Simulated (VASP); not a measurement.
# K (P6_3/mmc) in VASP: single point with PBE

Aim: the single point of K with PBE.

Program: VASP 6.6.1. These are calculated values, not measurements. Logs are shortened: lines on timing, memory, paths and dates and some standing lists are left out, and cuts for length are marked.

## (1) Starting point

The structure is hexagonal, space group P6_3/mmc (No. 194). The conventional cell has a = 4.762 Å, b = 4.762 Å, c = 7.830 Å, α = 90.00°, β = 90.00°, γ = 120.00°.

This isn't the form of K at room conditions, which is bcc.

## (2) Single point, PBE

INCAR reads:

```
PREC = Accurate
ENCUT = 520
EDIFF = 1E-7
ISMEAR = 0
SIGMA = 0.15
LREAL = False
LASPH = True
NELM = 60
ALGO = Fast
ISIF = 2
LWAVE = False
LCHARG = False
GGA = PE
NBANDS = 16
```

KPOINTS reads:

```
Automatic mesh
0
Gamma
  5 5 3
```

POSCAR reads:

```
K
1.0
    4.7623960000      0.0000000000      0.0000000000
   -2.3811980000      4.1243559189      0.0000000000
    0.0000000000      0.0000000000      7.8299710000
K
2
Direct
    0.3333330000      0.6666670000      0.2500000000
    0.6666670000      0.3333330000      0.7500000000
```

Potentials or basis: VASP PAW PBE potentials, release 64 (K_sv).

On the command line:

```console
$ cat potpaw_PBE.64/K_sv/POTCAR > POTCAR
$ mpirun -np 1 vasp_std > vasp.out
```

OUTCAR:

```text
PREC = Accurate
   ENCUT = 520
   EDIFF = 1E-7
   ISMEAR = 0
   LREAL = False
   LASPH = True
   NELM = 60
   ISIF = 2
   GGA = PE

 ion  position               nearest neighbor table
   1  0.333  0.667  0.250-
   2  0.667  0.333  0.750-

  LATTYP: Found a hexagonal cell.
 ALAT       =     4.7623960000
 C/A-ratio  =     1.6441243021

  Lattice vectors:

 A1 = (   4.7623960000,   0.0000000000,   0.0000000000)
 A2 = (  -2.3811980000,   4.1243559189,   0.0000000000)
 A3 = (   0.0000000000,   0.0000000000,   7.8299710000)

Analysis of symmetry for initial positions (statically):
=====================================================================
 Subroutine PRICEL returns:
 Original cell was already a primitive cell.

 Routine SETGRP: Setting up the symmetry group for a
 hexagonal supercell.

 Subroutine GETGRP returns: Found 24 space group operations
 (whereof 12 operations were pure point group operations)
 out of a pool of 24 trial point group operations.

The static configuration has the point symmetry D_3d.
 The point group associated with its full space group is D_6h.

Analysis of symmetry for dynamics (positions and initial velocities):
=====================================================================
 Subroutine PRICEL returns:
 Original cell was already a primitive cell.

 Routine SETGRP: Setting up the symmetry group for a
 hexagonal supercell.

 Subroutine GETGRP returns: Found 24 space group operations
 (whereof 12 operations were pure point group operations)
 out of a pool of 24 trial point group operations.

The dynamic configuration has the point symmetry D_3d.
 The point group associated with its full space group is D_6h.

 Subroutine INISYM returns: Found 24 space group operations
 (whereof 12 operations are pure point group operations),
 and found     1 'primitive' translations

----------------------------------------------------------------------------------------

                                     Primitive cell

  volume of cell :     153.7949

  direct lattice vectors                    reciprocal lattice vectors
     4.762396000  0.000000000  0.000000000     0.209978339  0.121231050  0.000000000
    -2.381198000  4.124355919  0.000000000     0.000000000  0.242462101  0.000000000
     0.000000000  0.000000000  7.829971000     0.000000000  0.000000000  0.127714394

  length of vectors
     4.762396000  4.762396000  7.829971000     0.242462101  0.242462101  0.127714394

  position of ions in fractional coordinates (direct lattice)
     0.333333000  0.666667000  0.250000000
     0.666667000  0.333333000  0.750000000

  ion indices of the primitive-cell ions
   primitive index   ion index
                 1           1
                 2           2

----------------------------------------------------------------------------------------

 KPOINTS: Automatic mesh

Automatic generation of k-mesh.
 Grid dimensions read from file:
 generate k-points for:    5    5    3

 Generating k-lattice:

  Cartesian coordinates                     Fractional coordinates (reciprocal lattice)
     0.041995668  0.024246210  0.000000000     0.200000000 -0.000000000  0.000000000
     0.000000000  0.048492420  0.000000000     0.000000000  0.200000000  0.000000000
     0.000000000  0.000000000  0.042571465     0.000000000  0.000000000  0.333333333

  Length of vectors
     0.048492420  0.048492420  0.042571465

  Shift w.r.t. Gamma in fractional coordinates (k-lattice)
     0.000000000  0.000000000  0.000000000

 Subroutine IBZKPT returns following result:
 ===========================================

 Found     10 irreducible k-points:

 Following reciprocal coordinates:
            Coordinates               Weight
  0.000000  0.000000  0.000000      1.000000
  0.200000 -0.000000  0.000000      6.000000
  0.400000  0.000000  0.000000      6.000000
  0.200000  0.200000  0.000000      6.000000
  0.400000  0.200000  0.000000      6.000000
  0.000000  0.000000  0.333333      2.000000
  0.200000 -0.000000  0.333333     12.000000
  0.400000  0.000000  0.333333     12.000000
  0.200000  0.200000  0.333333     12.000000
  0.400000  0.200000  0.333333     12.000000
   k-points           NKPTS =     10   k-points in BZ     NKDIM =     10   number of bands    NBANDS=     16
   number of dos      NEDOS =    301   number of ions     NIONS =      2
   total plane-waves  NPLWV =  77760
   dimension x,y,z NGX =    36 NGY =   36 NGZ =   60
   dimension x,y,z NGXF=    72 NGYF=   72 NGZF=  120
   ions per type =               2
   NGX,Y,Z   is equivalent  to a cutoff of  12.57, 12.57, 12.74 a.u.
   NGXF,Y,Z  is equivalent  to a cutoff of  25.13, 25.13, 25.48 a.u.
 SYSTEM =  unknown system
   PREC   = accura    normal or accurate (medium, high low for compatibility)
   ISTART =      0    job   : 0-new  1-cont  2-samecut
   ICHARG =      2    charge: 1-file 2-atom 10-const
   ISPIN  =      1    spin polarized calculation?
   LNONCOLLINEAR =      F non collinear calculations
   LSORBIT =      F    spin-orbit coupling
   LASPH  =      T    aspherical Exc in radial PAW
   ENCUT  =  520.0 eV  38.22 Ry    6.18 a.u.   8.85  8.85 14.56*2*pi/ulx,y,z
   NELM   =     60;   NELMIN=  2; NELMDL= -5     # of ELM steps
   EDIFF  = 0.1E-06   stopping-criterion for ELM
   LREAL  =      F    real-space projection
   EDIFFG = 0.1E-05   stopping-criterion for IOM
   NSW    =      0    number of steps for IOM
   IBRION =     -1    ionic relax: 0-MD 1-quasi-New 2-CG
   NFREE  =      0    steps in history (QN), initial steepest desc. (CG)
   ISIF   =      2    stress and relaxation
   ISYM   =      2    0-nonsym 1-usesym 2-fastsym
   POTIM  = 0.5000    time-step for ionic-motion
   TEBEG  =    0.0;   TEEND  =   0.0 temperature during run
   PSTRESS=    0.0 pullay stress
   NELECT =      18.0000    total number of electrons
   NUPDOWN=      -1.0000    fix difference up-down
   EMIN   =  10.00;   EMAX   =-10.00  energy-range for DOS
   EFERMI =   0.00;   METHOD = LEGACY
   ISMEAR =     0;   SIGMA  =   0.15  broadening in eV -4-tet -1-fermi 0-gaus
   EFERMI_NEDOS =   21; number of points for ismear=-14 and -15
   IALGO  =     68    algorithm
   IMIX   =      4    mixing-type and parameters
     AMIX     =   0.40;   BMIX     =  1.00
     AMIX_MAG =   1.60;   BMIX_MAG =  1.00
  volume/ion in A,a.u.               =      76.90       518.93
  Fermi-wavevector in a.u.,A,eV,Ry     =   0.800790  1.513273  8.724925  0.641264
  Thomas-Fermi vector in A             =   1.908153
   LORBIT       =      0    0 simple, 1 ext, 2 COOP (PROOUT), +10 PAW based schemes
   GGA     = PE    functional components
   LHFCALC =     F    Hartree Fock is set to
   AEXX    =    0.0000 exact exchange contribution
   IVDW    =     0    specifies the selected vdW correction
   LEPSILON=     F    determine dielectric tensor
   LRPA    =     F    only Hartree local field effects (RPA)
 non-spin polarized calculation
 RMM-DIIS sequential band-by-band and
 Gauss-broadening in eV      SIGMA  =   0.15
  energy-cutoff  :      520.00
  volume of cell :      153.79
 maximum number of plane-waves:      4160
 NGX is ok and might be reduce to    36
   NGX = 17   NGY = 17   NGZ = 29

 number of electron      18.0000001 magnetization

 Free energy of the ion-electron system (eV)
  ---------------------------------------------------
  ext. energy  EPLUGINS =         0.00000000
  ---------------------------------------------------
  free energy    TOTEN  =        -2.13997232 eV

  energy without entropy =       -2.12733937  energy(sigma->0) =       -2.13365585

 E-fermi :  -0.1213     XC(G=0):  -5.5445

 val. band max:       -0.5225082664   @ k =   0.4000   0.0000   0.3333
 cond. band min:      -0.0746047439   @ k =   0.2000   0.2000   0.3333
 fundamental gap:      0.4479035226
 Fermi energy:        -0.1213153732

 k-point     1 :       0.0000    0.0000    0.0000
  band No.  band energies     occupation
      1     -32.3703      2.00000
      2     -32.3675      2.00000
      3     -15.8784      2.00000
      4     -15.8315      2.00000
      5     -15.8315      2.00000
      6     -15.8238      2.00000
[... 8 lines left out ...]
     15       4.2155      0.00000
     16       4.2159      0.00000

 k-point     2 :       0.2000   -0.0000    0.0000
  band No.  band energies     occupation
      1     -32.3694      2.00000
      2     -32.3670      2.00000
      3     -15.8716      2.00000
      4     -15.8466      2.00000
      5     -15.8392      2.00000
      6     -15.8362      2.00000
[... 8 lines left out ...]
     15       4.0228      0.00000
     16       4.2586      0.00000

 k-point     3 :       0.4000    0.0000    0.0000
  band No.  band energies     occupation
      1     -32.3677      2.00000
      2     -32.3664      2.00000
      3     -15.8714      2.00000
      4     -15.8633      2.00000
      5     -15.8574      2.00000
      6     -15.8434      2.00000
[... 8 lines left out ...]
     15       3.8183      0.00000
     16       4.4714      0.00000

 k-point     4 :       0.2000    0.2000    0.0000
  band No.  band energies     occupation
      1     -32.3681      2.00000
      2     -32.3665      2.00000
      3     -15.8608      2.00000
      4     -15.8599      2.00000
      5     -15.8595      2.00000
      6     -15.8429      2.00000
[... 8 lines left out ...]
     15       3.2681      0.00000
     16       4.1300      0.00000

 k-point     5 :       0.4000    0.2000    0.0000
  band No.  band energies     occupation
      1     -32.3670      2.00000
      2     -32.3664      2.00000
      3     -15.8708      2.00000
      4     -15.8626      2.00000
      5     -15.8528      2.00000
      6     -15.8499      2.00000
[... 8 lines left out ...]
     15       2.9935      0.00000
     16       3.4827      0.00000

 k-point     6 :       0.0000    0.0000    0.3333
  band No.  band energies     occupation
      1     -32.3696      2.00000
      2     -32.3682      2.00000
      3     -15.8647      2.00000
      4     -15.8370      2.00000
      5     -15.8296      2.00000
      6     -15.8296      2.00000
[... 8 lines left out ...]
     15       3.9994      0.00000
     16       3.9994      0.00000

 k-point     7 :       0.2000   -0.0000    0.3333
  band No.  band energies     occupation
      1     -32.3688      2.00000
      2     -32.3676      2.00000
      3     -15.8634      2.00000
      4     -15.8473      2.00000
      5     -15.8413      2.00000
      6     -15.8338      2.00000
[... 8 lines left out ...]
     15       3.9742      0.00000
     16       4.0988      0.00000

 k-point     8 :       0.4000    0.0000    0.3333
  band No.  band energies     occupation
      1     -32.3674      2.00000
      2     -32.3667      2.00000
      3     -15.8755      2.00000
      4     -15.8704      2.00000
      5     -15.8451      2.00000
      6     -15.8403      2.00000
[... 8 lines left out ...]
     15       3.9384      0.00000
     16       4.2504      0.00000

 k-point     9 :       0.2000    0.2000    0.3333
  band No.  band energies     occupation
      1     -32.3677      2.00000
      2     -32.3669      2.00000
      3     -15.8678      2.00000
      4     -15.8634      2.00000
      5     -15.8456      2.00000
      6     -15.8443      2.00000
[... 8 lines left out ...]
     15       3.2325      0.00000
     16       4.2630      0.00000

 k-point    10 :       0.4000    0.2000    0.3333
  band No.  band energies     occupation
      1     -32.3669      2.00000
      2     -32.3666      2.00000
      3     -15.8736      2.00000
      4     -15.8698      2.00000
      5     -15.8539      2.00000
      6     -15.8471      2.00000
[... 8 lines left out ...]
     15       3.4454      0.00000
     16       4.1519      0.00000

------------------------ aborting loop because EDIFF is reached ----------------------------------------

  FORCE on cell =-STRESS in cart. coord.  units (eV):
  Direction    XX          YY          ZZ          XY          YZ          ZX
  --------------------------------------------------------------------------------------
  -------------------------------------------------------------------------------------
  Total       -0.1464432     -0.1464432     -0.1699861     -0.0000000      0.0000000     -0.0000000
  in kB       -1.5255904     -1.5255904     -1.7708516     -0.0000000      0.0000000     -0.0000000
  external PRESSURE =      -1.6073441 kB  Pullay stress =       0.0000000 kB

 VOLUME and BASIS-vectors are now :
 -----------------------------------------------------------------------------
  energy-cutoff  :      520.00
  volume of cell :      153.79
      direct lattice vectors                 reciprocal lattice vectors
     4.762396000  0.000000000  0.000000000     0.209978339  0.121231050  0.000000000
    -2.381198000  4.124355919  0.000000000     0.000000000  0.242462101  0.000000000
     0.000000000  0.000000000  7.829971000     0.000000000  0.000000000  0.127714394

 POSITION                                       TOTAL-FORCE (eV/Angst)
 -----------------------------------------------------------------------------------
     -0.00000      2.74957      1.95749         0.000000     -0.000000      0.000000
      2.38120      1.37478      5.87248        -0.000000      0.000000      0.000000
 -----------------------------------------------------------------------------------
    total drift:                                0.000368     -0.000212      0.000396

  FREE ENERGIE OF THE ION-ELECTRON SYSTEM (eV)
  ---------------------------------------------------
  free  energy   TOTEN  =        -2.1399723242 eV

  energy  without entropy=       -2.1273393672  energy(sigma->0) =       -2.13365585
```

It took 35 s on 1 thread of AMD EPYC 7R43 (Zen 3), shared host; peak memory 0.21 GiB.

What came out:

| Quantity | Value |
| --- | --- |
| Free energy | -2.1400 eV |
| Pressure | -0.2 GPa |
| Band gap on the k mesh | none (metal or under the smearing width) |
